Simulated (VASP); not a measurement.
# PbF₂: response to an epitaxial strain

PbF₂, Aea2 (no. 41), 12 atoms in the cell. RPBE, relaxations at fixed in-plane lattice; PAW potentials Pb_d, F (PBE set).

## Input

INCAR.step1:
```
ALGO = Normal
EDIFF = 1E-7
EDIFFG = -0.01
ENCUT = 550
GGA = RP
IBRION = 2
ISIF = 3
ISMEAR = 0
KPAR = 8
LASPH = T
LCHARG = F
LREAL = F
LWAVE = F
NELM = 100
NSW = 40
POTIM = 0.5
PREC = Accurate
SIGMA = 0.05
```

INCAR.step2, as INCAR.step1 but for:
```
+ LATTICE_CONSTRAINTS = .FALSE. .FALSE. .TRUE.
```

KPOINTS:
```
k-points
0
Gamma
  4 4 4
```

POSCAR.step1:
```
PbF2
1.0
    6.0240560000      0.0000000000      0.0000000000
    0.0000000000      6.0041000000      0.0000000000
    0.0000000000      0.0000000000      6.0225700000
Pb F
4 8
Direct
    0.0000000000      0.5000000000      0.9774790000
    0.5000000000      0.5000000000      0.4774790000
    0.0000000000      0.0000000000      0.4774790000
    0.5000000000      0.0000000000      0.9774790000
    0.2647730000      0.7425290000      0.2161370000
    0.7352270000      0.2574710000      0.2161370000
    0.2352270000      0.2425290000      0.2161370000
    0.7647730000      0.7574710000      0.2161370000
    0.2647730000      0.2425290000      0.7161370000
    0.7352270000      0.7574710000      0.7161370000
    0.2352270000      0.7425290000      0.7161370000
    0.7647730000      0.2574710000      0.7161370000
```

POSCAR.step2:
```
PbF2
1.0
    6.0918203076      0.0000000000      0.0000000000
    0.0000000000      6.0884868319      0.0000000000
    0.0000000000      0.0000000000      6.0942571491
Pb F
4 8
Direct
    0.0000000000      0.5000000000      0.9690936281
    0.5000000000      0.5000000000      0.4690936281
    0.0000000000      0.0000000000      0.4690936281
    0.5000000000      0.0000000000      0.9690936281
    0.2507848078      0.7494689788      0.2203296859
    0.7492151922      0.2505310212      0.2203296859
    0.2492151922      0.2494689788      0.2203296859
    0.7507848078      0.7505310212      0.2203296859
    0.2507848078      0.2494689788      0.7203296859
    0.7492151922      0.7505310212      0.7203296859
    0.2492151922      0.7494689788      0.7203296859
    0.7507848078      0.2505310212      0.7203296859
```

POSCAR.step3:
```
PbF2
1.0
    5.9699839015      0.0000000000      0.0000000000
    0.0000000000      5.9667170952      0.0000000000
    0.0000000000      0.0000000000      6.0942571491
Pb F
4 8
Direct
    0.0000000000      0.5000000000      0.9690936281
    0.5000000000      0.5000000000      0.4690936281
    0.0000000000      0.0000000000      0.4690936281
    0.5000000000      0.0000000000      0.9690936281
    0.2507848078      0.7494689788      0.2203296859
    0.7492151922      0.2505310212      0.2203296859
    0.2492151922      0.2494689788      0.2203296859
    0.7507848078      0.7505310212      0.2203296859
    0.2507848078      0.2494689788      0.7203296859
    0.7492151922      0.7505310212      0.7203296859
    0.2492151922      0.7494689788      0.7203296859
    0.7507848078      0.2505310212      0.7203296859
```

POSCAR.step4:
```
PbF2
1.0
    6.0309021046      0.0000000000      0.0000000000
    0.0000000000      6.0276019636      0.0000000000
    0.0000000000      0.0000000000      6.0942571491
Pb F
4 8
Direct
    0.0000000000      0.5000000000      0.9690936281
    0.5000000000      0.5000000000      0.4690936281
    0.0000000000      0.0000000000      0.4690936281
    0.5000000000      0.0000000000      0.9690936281
    0.2507848078      0.7494689788      0.2203296859
    0.7492151922      0.2505310212      0.2203296859
    0.2492151922      0.2494689788      0.2203296859
    0.7507848078      0.7505310212      0.2203296859
    0.2507848078      0.2494689788      0.7203296859
    0.7492151922      0.7505310212      0.7203296859
    0.2492151922      0.7494689788      0.7203296859
    0.7507848078      0.2505310212      0.7203296859
```

POSCAR.step5:
```
PbF2
1.0
    6.1527385107      0.0000000000      0.0000000000
    0.0000000000      6.1493717002      0.0000000000
    0.0000000000      0.0000000000      6.0942571491
Pb F
4 8
Direct
    0.0000000000      0.5000000000      0.9690936281
    0.5000000000      0.5000000000      0.4690936281
    0.0000000000      0.0000000000      0.4690936281
    0.5000000000      0.0000000000      0.9690936281
    0.2507848078      0.7494689788      0.2203296859
    0.7492151922      0.2505310212      0.2203296859
    0.2492151922      0.2494689788      0.2203296859
    0.7507848078      0.7505310212      0.2203296859
    0.2507848078      0.2494689788      0.7203296859
    0.7492151922      0.7505310212      0.7203296859
    0.2492151922      0.7494689788      0.7203296859
    0.7507848078      0.2505310212      0.7203296859
```

POSCAR.step6:
```
PbF2
1.0
    6.2136567138      0.0000000000      0.0000000000
    0.0000000000      6.2102565685      0.0000000000
    0.0000000000      0.0000000000      6.0942571491
Pb F
4 8
Direct
    0.0000000000      0.5000000000      0.9690936281
    0.5000000000      0.5000000000      0.4690936281
    0.0000000000      0.0000000000      0.4690936281
    0.5000000000      0.0000000000      0.9690936281
    0.2507848078      0.7494689788      0.2203296859
    0.7492151922      0.2505310212      0.2203296859
    0.2492151922      0.2494689788      0.2203296859
    0.7507848078      0.7505310212      0.2203296859
    0.2507848078      0.2494689788      0.7203296859
    0.7492151922      0.7505310212      0.7203296859
    0.2492151922      0.7494689788      0.7203296859
    0.7507848078      0.2505310212      0.7203296859
```

Commands (each step's output is kept before the next begins):
```
cat potpaw_PBE.64/Pb_d/POTCAR potpaw_PBE.64/F/POTCAR > POTCAR
cp INCAR.step1 INCAR
cp POSCAR.step1 POSCAR
mpirun -np 8 vasp_std > vasp.out
# POSCAR: the relaxed cell with a and b scaled by 1
cp INCAR.step2 INCAR
cp POSCAR.step2 POSCAR
mpirun -np 8 vasp_std > vasp.out
# POSCAR: the relaxed cell with a and b scaled by 0.98
cp POSCAR.step3 POSCAR
mpirun -np 8 vasp_std > vasp.out
# POSCAR: the relaxed cell with a and b scaled by 0.99
cp POSCAR.step4 POSCAR
mpirun -np 8 vasp_std > vasp.out
# POSCAR: the relaxed cell with a and b scaled by 1.01
cp POSCAR.step5 POSCAR
mpirun -np 8 vasp_std > vasp.out
# POSCAR: the relaxed cell with a and b scaled by 1.02
cp POSCAR.step6 POSCAR
mpirun -np 8 vasp_std > vasp.out
```

## Result

- d ln c / d ln a, c relaxed at each in-plane lattice: -0.84
- Biaxial modulus (GPa): 100

Cells held at set in-plane strains, c relaxed:

| In-plane strain (%) | c (Å) | In-plane stress (GPa, compression positive) | Energy (meV/atom) | Gap on the mesh (eV) |
|---|---|---|---|---|
| -2.0 | 6.2011 | 2.09 | 6.1 | 4.45 |
| -1.0 | 6.1457 | 1.06 | 1.9 | 4.51 |
| 0.0 | 6.0943 | 0.04 | 0.0 | 4.52 |
| 1.0 | 6.0397 | -0.93 | 0.5 | 4.47 |
| 2.0 | 5.9977 | -1.92 | 3.3 | 4.41 |

VASP 6.6.1 took 1043 s on 8 cores (Intel Xeon 6975P-C (Granite Rapids)), a shared host.
